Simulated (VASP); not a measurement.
ZnSe (Stilleite), 2 atoms in the cell. It takes space group F-43m (No. 216, cubic). The conventional cell has a = 5.668 Å, b = 5.668 Å, c = 5.668 Å, α = 90.00°, β = 90.00°, γ = 90.00°. Around Se (site symmetry -43m) lie 4 Zn at 2.45 Å. Zn (site symmetry -43m) is surrounded by 4 Se at 2.45 Å. 

- Program: VASP 6.6.1
- Task: single point
- Functional: PBEsol
- Potentials or basis: VASP PAW PBE potentials, release 64 (Se, Zn)
- Cutoff: 520 eV
- k mesh: 8 × 8 × 8
- Occupations: gaussian, width 0.02 eV
- Spin: no spin polarisation
- Further INCAR settings: ALGO = Fast; EDIFF = 1.00e-06

Potentials or basis: VASP PAW PBE potentials, release 64 (Se, Zn).

Command:

```bash
$ python run.py
```

Hardware: 1 thread of Intel(R) Xeon(R) Platinum 8488C (Sapphire Rapids), on a shared host.

Task: How long does it take, and how much memory?

Result: Run time: 34 s on 1 thread of Intel(R) Xeon(R) Platinum 8488C (Sapphire Rapids), with other jobs on the host, peak memory 0.17 GiB. Counts: scf iterations 13, k points 29.
